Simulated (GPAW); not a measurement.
## Input and output of a self-consistent single point for BaF2 (Fm-3m, 3 atoms in the cell) (GPAW)

Method of the run: GPAW 25.7.0 with PBE, real-space grid, GPAW PAW datasets PBE (gpaw-data 1.0.1).

Input as run:

```python
from ase import Atoms
from gpaw import GPAW, FermiDirac

atoms = Atoms(['Ba', 'F', 'F'],
              cell=[[0.000000, 3.090700, 3.090700],
                    [3.090700, 0.000000, 3.090700],
                    [3.090700, 3.090700, 0.000000]],
              scaled_positions=[[0.000000, 0.000000, 0.000000],
                                [0.250000, 0.250000, 0.250000],
                                [0.750000, 0.750000, 0.750000]],
              pbc=True)

calc = GPAW(mode='fd',
            h=0.18,
            xc='PBE',
            kpts=(3, 3, 3),
            occupations=FermiDirac(0.01),
            nbands=-6,
            convergence={'density': 1e-05, 'energy': 1e-05, 'bands': -4},
            symmetry={'symmorphic': False, 'tolerance': 0.0005},
            maxiter=150)

atoms.calc = calc

energy = atoms.get_potential_energy()
print('Energy (eV):', round(energy, 6))
forces = atoms.get_forces()
print('Forces (eV/Ang):')
print(forces.round(5))
```

Output, abridged:

```
Input parameters:
  convergence: {bands: -4,
                density: 1e-05,
                energy: 1e-05}
  h: 0.18
  kpts: [3 3 3]
  maxiter: 150
  mode: fd
  nbands: -6
  occupations: {fixmagmom: False,
                name: fermi-dirac,
                width: 0.01}
  symmetry: {symmorphic: False,
             tolerance: 0.0005}
  xc: PBE

species:
  Ba:
    name: Barium
    Z: 56.0
    valence: 10
    core: 46
    charge: 0.0
    file: Ba.PBE.gz

    # Using partial waves for Ba as LCAO basis

  F:
    name: Fluorine
    Z: 9.0
    valence: 7
    core: 2
    charge: 0.0
    file: F.PBE.gz

    # Using partial waves for F as LCAO basis

Reference energy: -226706.004082  # eV

Spin-paired calculation

Convergence criteria:
 Maximum [total energy] change in last 3 cyles: 1e-05 eV / valence electron
 Maximum integral of absolute [dens]ity change: 1e-05 electrons / valence electron
 Maximum integral of absolute [eigenst]ate change: 4e-08 eV^2 / valence electron
 Maximum number of scf [iter]ations: 150

Symmetries present (total): 48
Symmetries with fractional translations: 0
27 k-points: 3 x 3 x 3 Monkhorst-Pack grid
4 k-points in the irreducible part of the Brillouin zone
       k-points in crystal coordinates                weights
   0:     0.00000000    0.00000000    0.00000000          1/27
   1:     0.33333333    0.33333333   -0.33333333         12/27
   2:     0.33333333    0.33333333    0.00000000          6/27
   3:     0.33333333    0.33333333    0.33333333          8/27

Wave functions: Uniform real-space grid
  Kinetic energy operator: 12*3+1=37 point O(h^6) finite-difference Laplacian

Occupation numbers: Fermi-Dirac:
  width: 0.0100  # eV

Eigensolver

Densities:
  Coarse grid: 20*20*20 grid
  Fine grid: 40*40*40 grid
  Total Charge: 0.000000

Density mixing:
  Method: separate
  Backend: pulay
  Linear mixing parameter: 0.05
  old densities: 5
  Damping of long wavelength oscillations: 50

Hamiltonian:
  XC and Coulomb potentials evaluated on a 40*40*40 grid
  Interpolation: tri-quintic (5. degree polynomial)
  Poisson solver: FastPoissonSolver using
    Stencil: 12*3+1=37 point O(h^6) finite-difference Laplacian
    FFT axes: [np.int64(0), np.int64(1), np.int64(2)]
    FST axes: []

XC parameters: PBE with 2 nearest neighbor stencil

Number of atoms: 3
Number of atomic orbitals: 13
Number of bands in calculation: 18
Number of valence electrons: 24
Bands to converge: 14

Density initialized from atomic densities
  13 bands from LCAO basis set
  5 bands from random numbers

Atomic positions and initial magnetic moments

Positions:
   0 Ba     0.000000    0.000000    0.000000    ( 0.0000,  0.0000,  0.0000)
   1 F      1.545350    1.545350    1.545350    ( 0.0000,  0.0000,  0.0000)
   2 F      4.636050    4.636050    4.636050    ( 0.0000,  0.0000,  0.0000)

Unit cell:
           periodic     x           y           z      points  spacing
  1. axis:    yes    0.000000    3.090700    3.090700    20     0.1784
  2. axis:    yes    3.090700    0.000000    3.090700    20     0.1784
  3. axis:    yes    3.090700    3.090700    0.000000    20     0.1784

  Lengths:   4.370910   4.370910   4.370910
  Angles:   60.000000  60.000000  60.000000

Effective grid spacing dv^(1/3) = 0.1947

     iter     time        total  log10-change:
                         energy   eigst   dens
iter:   1 --:--:--   -18.788751   +2.01
iter:   2 --:--:--   -18.535109   +0.78  -1.13
iter:   3 --:--:--   -17.798535   +0.41  -1.19
iter:   4 --:--:--   -17.892246   +0.27  -1.41
iter:   5 --:--:--   -17.859699   -0.18  -1.52
iter:   6 --:--:--   -17.836196   -0.73  -1.96
iter:   7 --:--:--   -18.031211   -0.86  -2.10
iter:   8 --:--:--   -17.867050   -0.34  -1.64
iter:   9 --:--:--   -17.813997   -1.79  -1.97
iter:  10 --:--:--   -17.814096   -2.60  -3.23
iter:  11 --:--:--   -17.814175c  -3.00  -3.25
iter:  12 --:--:--   -17.814131c  -3.48  -3.18
iter:  13 --:--:--   -17.814223c  -3.66  -3.42
iter:  14 --:--:--   -17.814325c  -3.86  -3.21
iter:  15 --:--:--   -17.814115c  -3.69  -3.17
iter:  16 --:--:--   -17.814119c  -4.86  -3.75
   [... 5 lines left out ...]
iter:  22 --:--:--   -17.814129c  -5.41  -3.50
iter:  23 --:--:--   -17.814119c  -4.61  -3.76
iter:  24 --:--:--   -17.814119c  -6.08  -4.44
iter:  25 --:--:--   -17.814119c  -7.38  -4.64
iter:  26 --:--:--   -17.814119c  -7.27  -4.83
iter:  27 --:--:--   -17.814119c  -7.56c -4.64
iter:  28 --:--:--   -17.814119c  -6.53  -4.83
iter:  29 --:--:--   -17.814119c  -7.79c -5.03c

Converged after 29 iterations.

Dipole moment: (-2.827637, -2.827637, -2.827637) |e|*Ang

Energy contributions relative to reference atoms: (reference = -226706.004082)

Kinetic:        +24.570188
Potential:      -24.532512
External:        +0.000000
XC:             -18.953375
Entropy (-ST):   -0.000000
Local:           +1.101580
SIC:             +0.000000
--------------------------
Free energy:    -17.814119
Extrapolated:   -17.814119

Showing only first 2 kpts
 Kpt  Band  Eigenvalues  Occupancy
  0    10      1.82876    2.00000
  0    11      1.83506    2.00000
  0    12      8.74678    0.00000
  0    13     11.15442    0.00000

  1    10      1.65011    2.00000
  1    11      1.82769    2.00000
  1    12      9.68961    0.00000
  1    13     11.53304    0.00000

Fermi level: 3.83117

Gap: 6.902 eV
Transition (v -> c):
  (s=0, k=2, n=11, [0.33, 0.33, 0.00]) -> (s=0, k=0, n=12, [0.00, 0.00, 0.00])
Direct/indirect transitions are different
Direct gap: 6.912 eV
Transition at: (s=0, k=0, n=11, [0.00, 0.00, 0.00])
Energy (eV): -17.814119

Forces in eV/Ang:
  0 Ba   -0.00000    0.00000    0.00000
  1 F    -0.00000   -0.00000    0.00000
  2 F    -0.00000   -0.00000    0.00000
```

The run converged in 29 iterations.

The starting cell has typed, rounded lattice constants, without a prior relaxation at this level. Its lattice was rescaled by up to half a per cent.
